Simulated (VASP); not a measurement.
# CdSe (Cadmoselite) (P6_3mc) in VASP: further runs

CdSe (Cadmoselite) is run at these levels: r2SCAN; tasks: single point.

Everything below comes from runs of VASP 6.6.1. Logs are shortened: lines on timing, memory, paths and dates and some standing lists are left out, and cuts for length are marked.

**Measured values to compare with.**

A printed reference work, data compilation reports, for a bulk crystal of CdSe at 2 K: band gap 1.841 eV.

The results are compared with them further down.

## (1) The cell of the first run

It takes space group P6_3mc (No. 186, hexagonal). Conventional cell: a = 4.288 Å, b = 4.288 Å, c = 6.996 Å, α = 90.00°, β = 90.00°, γ = 120.00°. Within 3.5 Å of Cd (site symmetry 3m) lie 4 Se at 2.62 to 2.63 Å. Within 3.5 Å of Se (site symmetry 3m) lie 4 Cd at 2.62 to 2.63 Å.

## (2) Single point, r2SCAN

POSCAR reads:

```
CdSe
1.0
    4.2883237821      0.0000000000      0.0000000000
   -2.1441618911      3.7137973350      0.0000000000
    0.0000000000      0.0000000000      6.9961704926
Cd Se
2 2
Direct
    0.3333333333      0.6666666667      0.0046701987
    0.6666666667      0.3333333333      0.5046701987
    0.3333333333      0.6666666667      0.3803298013
    0.6666666667      0.3333333333      0.8803298013
```

INCAR.step1 reads:

```
SYSTEM = CdSe
  PREC = Accurate
  ENCUT = 520
  ISMEAR = 0
  SIGMA = 0.01
  LREAL = .False.
  LASPH = .True.
  NELM = 100
  NBANDS = 26
  GGA = PE
  ALGO = Normal
  EDIFF = 1E-4
  LWAVE = .True.
  LCHARG = .False.
```

INCAR.step2 reads:

```
SYSTEM = CdSe
  PREC = Accurate
  ENCUT = 520
  EDIFF = 1E-6
  ISMEAR = 0
  SIGMA = 0.01
  LREAL = .False.
  LASPH = .True.
  NELM = 100
  ALGO = Normal
  ISIF = 2
  LWAVE = .False.
  LCHARG = .False.
  METAGGA = R2SCAN
  LMIXTAU = .True.
  NBANDS = 26
  ISTART = 1
```

KPOINTS reads:

```
Automatic mesh
0
Gamma
  6 6 4
  0 0 0
```

Potentials or basis: VASP PAW PBE potentials, release 64 (Cd, Se).

Run with:

```bash
$ cat potpaw_PBE.64/Cd/POTCAR potpaw_PBE.64/Se/POTCAR > POTCAR
$ cp INCAR.step1 INCAR
$ mpirun -np 1 vasp_std > vasp.out
$ cp INCAR.step2 INCAR
$ mpirun -np 1 vasp_std > vasp.out
```

OUTCAR:

```text
SYSTEM = CdSe
   PREC = Accurate
   ENCUT = 520
   EDIFF = 1E-6
   ISMEAR = 0
   LREAL = .False.
   LASPH = .True.
   NELM = 100
   ISIF = 2
   METAGGA = R2SCAN
   ISTART = 1

 ion  position               nearest neighbor table
   1  0.333  0.667  0.005-   4 2.62   4 2.62   4 2.62   3 2.63
   2  0.667  0.333  0.505-   3 2.62   3 2.62   3 2.62   4 2.63
   3  0.333  0.667  0.380-   2 2.62   2 2.62   2 2.62   1 2.63
   4  0.667  0.333  0.880-   1 2.62   1 2.62   1 2.62   2 2.63

  LATTYP: Found a hexagonal cell.
 ALAT       =     4.2883237821
 C/A-ratio  =     1.6314464224

  Lattice vectors:

 A1 = (   4.2883237821,   0.0000000000,   0.0000000000)
 A2 = (  -2.1441618911,   3.7137973350,   0.0000000000)
 A3 = (   0.0000000000,   0.0000000000,   6.9961704926)

Analysis of symmetry for initial positions (statically):
=====================================================================
 Subroutine PRICEL returns:
 Original cell was already a primitive cell.

 Routine SETGRP: Setting up the symmetry group for a
 hexagonal supercell.

 Subroutine GETGRP returns: Found 12 space group operations
 (whereof  6 operations were pure point group operations)
 out of a pool of 24 trial point group operations.

The static configuration has the point symmetry C_3v.
 The point group associated with its full space group is C_6v.

Analysis of symmetry for dynamics (positions and initial velocities):
=====================================================================
 Subroutine PRICEL returns:
 Original cell was already a primitive cell.

 Routine SETGRP: Setting up the symmetry group for a
 hexagonal supercell.

 Subroutine GETGRP returns: Found 12 space group operations
 (whereof  6 operations were pure point group operations)
 out of a pool of 24 trial point group operations.

The dynamic configuration has the point symmetry C_3v.
 The point group associated with its full space group is C_6v.

 Subroutine INISYM returns: Found 12 space group operations
 (whereof  6 operations are pure point group operations),
 and found     1 'primitive' translations

----------------------------------------------------------------------------------------

                                     Primitive cell

  volume of cell :     111.4208

  direct lattice vectors                    reciprocal lattice vectors
     4.288323782  0.000000000  0.000000000     0.233191347  0.134633087  0.000000000
    -2.144161891  3.713797335  0.000000000     0.000000000  0.269266174  0.000000000
     0.000000000  0.000000000  6.996170493     0.000000000  0.000000000  0.142935339
[... 86 lines left out ...]
   EDIFFG = 0.1E-04   stopping-criterion for IOM
   NSW    =      0    number of steps for IOM
   IBRION =     -1    ionic relax: 0-MD 1-quasi-New 2-CG
   NFREE  =      0    steps in history (QN), initial steepest desc. (CG)
   ISIF   =      2    stress and relaxation
   ISYM   =      2    0-nonsym 1-usesym 2-fastsym
   POTIM  = 0.5000    time-step for ionic-motion
   TEBEG  =    0.0;   TEEND  =   0.0 temperature during run
   PSTRESS=    0.0 pullay stress
   NELECT =      36.0000    total number of electrons
   NUPDOWN=      -1.0000    fix difference up-down
   EMIN   =  10.00;   EMAX   =-10.00  energy-range for DOS
   EFERMI =   0.00;   METHOD = LEGACY
   ISMEAR =     0;   SIGMA  =   0.01  broadening in eV -4-tet -1-fermi 0-gaus
   EFERMI_NEDOS =   21; number of points for ismear=-14 and -15
   IALGO  =     38    algorithm
   IMIX   =      4    mixing-type and parameters
     AMIX     =   0.40;   BMIX     =  1.00
     AMIX_MAG =   1.60;   BMIX_MAG =  1.00
  volume/ion in A,a.u.               =      27.86       187.98
  Fermi-wavevector in a.u.,A,eV,Ry     =   1.123363  2.122849 17.169809  1.261945
  Thomas-Fermi vector in A             =   2.260029
   LORBIT       =      0    0 simple, 1 ext, 2 COOP (PROOUT), +10 PAW based schemes
   METAGGA = R2SCAN    functional components
   LHFCALC =     F    Hartree Fock is set to
   AEXX    =    0.0000 exact exchange contribution
   IVDW    =     0    specifies the selected vdW correction
   LEPSILON=     F    determine dielectric tensor
   LRPA    =     F    only Hartree local field effects (RPA)
 non-spin polarized calculation
 Gauss-broadening in eV      SIGMA  =   0.01
  energy-cutoff  :      520.00
  volume of cell :      111.42
 maximum number of plane-waves:      3015
 NGX is ok and might be reduce to    32
   NGX = 15   NGY = 15   NGZ = 27

 number of electron      35.9999996 magnetization

 Free energy of the ion-electron system (eV)
  ---------------------------------------------------
  ext. energy  EPLUGINS =         0.00000000
  ---------------------------------------------------
  free energy    TOTEN  =       -71.79859731 eV

  energy without entropy =      -71.79859731  energy(sigma->0) =      -71.79859731

 E-fermi :   0.8420     XC(G=0):  -9.4675

 val. band max:        0.7270281286   @ k =   0.0000   0.0000   0.0000
 cond. band min:       1.9050709703   @ k =   0.0000   0.0000   0.0000
 fundamental gap:      1.1780428417
 Fermi energy:         0.8419663548

 k-point     1 :       0.0000    0.0000    0.0000
  band No.  band energies     occupation
      1     -12.3577      2.00000
      2     -11.9635      2.00000
      3      -7.4663      2.00000
      4      -7.4583      2.00000
      5      -7.4583      2.00000
      6      -7.3822      2.00000
[... 598 lines left out ...]
     25      10.0763      0.00000
     26      10.0763      0.00000

------------------------ aborting loop because EDIFF is reached ----------------------------------------

  FORCE on cell =-STRESS in cart. coord.  units (eV):
  Direction    XX          YY          ZZ          XY          YZ          ZX
  --------------------------------------------------------------------------------------
  -------------------------------------------------------------------------------------
  Total        1.5783812      1.5783812      1.5890370     -0.0000000      0.0000000      0.0000000
  in kB       22.6963664     22.6963664     22.8495920     -0.0000000      0.0000000      0.0000000
  external PRESSURE =      22.7474416 kB  Pullay stress =       0.0000000 kB

 VOLUME and BASIS-vectors are now :
 -----------------------------------------------------------------------------
  energy-cutoff  :      520.00
  volume of cell :      111.42
      direct lattice vectors                 reciprocal lattice vectors
     4.288323782  0.000000000  0.000000000     0.233191347  0.134633087  0.000000000
    -2.144161891  3.713797335  0.000000000     0.000000000  0.269266174  0.000000000
     0.000000000  0.000000000  6.996170493     0.000000000  0.000000000  0.142935339

 POSITION                                       TOTAL-FORCE (eV/Angst)
 -----------------------------------------------------------------------------------
     -0.00000      2.47586      0.03267        -0.000000      0.000000      0.000307
      2.14416      1.23793      3.53076         0.000000     -0.000000      0.000307
     -0.00000      2.47586      2.66085         0.000000     -0.000000     -0.000307
      2.14416      1.23793      6.15894         0.000000     -0.000000     -0.000307
 -----------------------------------------------------------------------------------
    total drift:                               -0.000000      0.000000      0.002800

  FREE ENERGIE OF THE ION-ELECTRON SYSTEM (eV)
  ---------------------------------------------------
  free  energy   TOTEN  =       -71.7985973136 eV

  energy  without entropy=      -71.7985973136  energy(sigma->0) =      -71.79859731
```

OSZICAR.step1:

```text
N       E                     dE             d eps       ncg     rms          rms(c)
DAV:   1     0.242753382461E+03    0.24275E+03   -0.17191E+04  1092   0.125E+03
DAV:   2     0.166575068163E+01   -0.24109E+03   -0.23285E+03  1182   0.309E+02
DAV:   3    -0.115321884195E+02   -0.13198E+02   -0.13128E+02  1328   0.720E+01
DAV:   4    -0.116488088939E+02   -0.11662E+00   -0.11649E+00  1192   0.627E+00
DAV:   5    -0.116495123710E+02   -0.70348E-03   -0.70345E-03  1286   0.483E-01    0.901E+00
DAV:   6    -0.109353302670E+02    0.71418E+00   -0.12224E+00  1328   0.110E+01    0.706E+00
DAV:   7    -0.109017893319E+02    0.33541E-01   -0.54550E-01  1152   0.378E+00    0.257E+00
DAV:   8    -0.108997003896E+02    0.20889E-02   -0.58387E-02  1140   0.243E+00    0.400E-01
DAV:   9    -0.108998187121E+02   -0.11832E-03   -0.74641E-03  1180   0.994E-01    0.115E-01
DAV:  10    -0.108999591998E+02   -0.14049E-03   -0.83012E-04  1164   0.314E-01    0.721E-02
DAV:  11    -0.109000498112E+02   -0.90611E-04   -0.19464E-04   964   0.804E-02
   1 F= -.10900050E+02 E0= -.10900050E+02  d E =-.143846E-12
```

Wall time 83 s (1 thread of Intel Xeon 6975P-C (Granite Rapids), shared host); peak memory 0.26 GiB.

Results:

```
Free energy            : -71.7986 eV
Pressure               : 2.3 GPa
Band gap on the k mesh : 1.18 eV, direct
```

Levels at points of the mesh, in eV from the valence-band top:
| k point | band 14 | band 15 | band 16 | band 17 | band 18 | band 19 | band 20 | band 21 | band 22 | band 23 |
| --- | --- | --- | --- | --- | --- | --- | --- | --- | --- | --- |
| (0.00, 0.00, 0.00) | -0.79 | -0.79 | -0.05 | 0.00 | 0.00 | 1.18 | 2.69 | 6.38 | 6.38 | 6.68 |
| (0.50, 0.00, 0.00) | -3.68 | -2.74 | -1.93 | -1.38 | -0.78 | 3.70 | 3.71 | 5.08 | 6.68 | 6.94 |
| (0.00, 0.00, 0.50) | -2.66 | -0.41 | -0.41 | -0.41 | -0.41 | 2.86 | 2.86 | 6.33 | 6.33 | 6.78 |
| (0.50, 0.00, 0.50) | -4.29 | -1.41 | -1.41 | -1.40 | -1.40 | 3.35 | 3.35 | 5.28 | 5.28 | 8.24 |

Caveat: the PAW data sets were made with another functional, which shifts forces and pressure a little. r2SCAN opens gaps a little over a GGA but as a rule still falls short of measured ones.

(Continued in part 2 of 2.)
